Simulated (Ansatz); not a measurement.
Crystal: HgTe (Coloradoite).

```
Hg Te
1.0
     0.00000    3.21450    3.21450
     3.21450    0.00000    3.21450
     3.21450    3.21450    0.00000
Hg Te
1 1
Direct
  0.00000 0.00000 0.00000
  0.75000 0.75000 0.75000
```

Program: Ansatz 0.2.0. Alike in all runs: potentials or basis all-electron LAPW, scalar-relativistic; no spin polarisation; cell as given; k mesh 7 × 7 × 7; cutoff (eV) 262; basis error allowed 0.001 eV/atom.

Q: Order these runs on this cell by their pressure, lowest first.
A. level PBEsol; smearing fermi-dirac 0.05 eV
B. level PBE; smearing gaussian 0.021 eV
C. level LDA; smearing fermi-dirac 0.05 eV

A: C (0.2 GPa), A (1.8 GPa), B (4.6 GPa).
